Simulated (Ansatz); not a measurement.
The system is BN.

```xyz
4
Lattice="2.4982 0.0000 0.0000 -1.2491 2.1635 0.0000 0.0000 0.0000 6.6357" Properties=species:S:1:pos:R:3 pbc="T T T"
N     1.2491    0.7212    1.6589
N     0.0000    1.4424    4.9768
B     1.2491    0.7212    4.9768
B     0.0000    1.4424    1.6589
```

Base run:

- Program: Ansatz 0.2.0
- Functional: exchange-only PBE
- Potentials or basis: Ansatz PAW
- Cutoff: 420 eV
- Density cutoff: 1680 eV
- k mesh: 12 × 12 × 4
- Occupations: fermi-dirac, width 0.05 eV
- Spin: no spin polarisation

Its results: band gap on the k mesh 4.36 eV, indirect (least direct gap 4.70 eV); pressure 18.3 GPa.

The run is repeated on the same cell with these changes: functional from exchange-only PBE to r2SCAN; cutoff from 420 eV to 500 eV; density cutoff from 1680 eV to 2000 eV. What comes out?

Band gap on the k mesh 4.85 eV, indirect (least direct gap 5.29 eV); pressure 1.1 GPa.

Caveats: the PAW data sets come from PBE, with cores solved anew for the run's functional, which leaves a small shift of forces and pressure; the potentials were made for another functional, which shifts forces and pressure (some runs); so large a pressure means that the cell lies far from this level's equilibrium, or that cutoff or potentials fall short (some runs).

A k mesh can miss the band edges.

Not every run made on this cell is shown here.
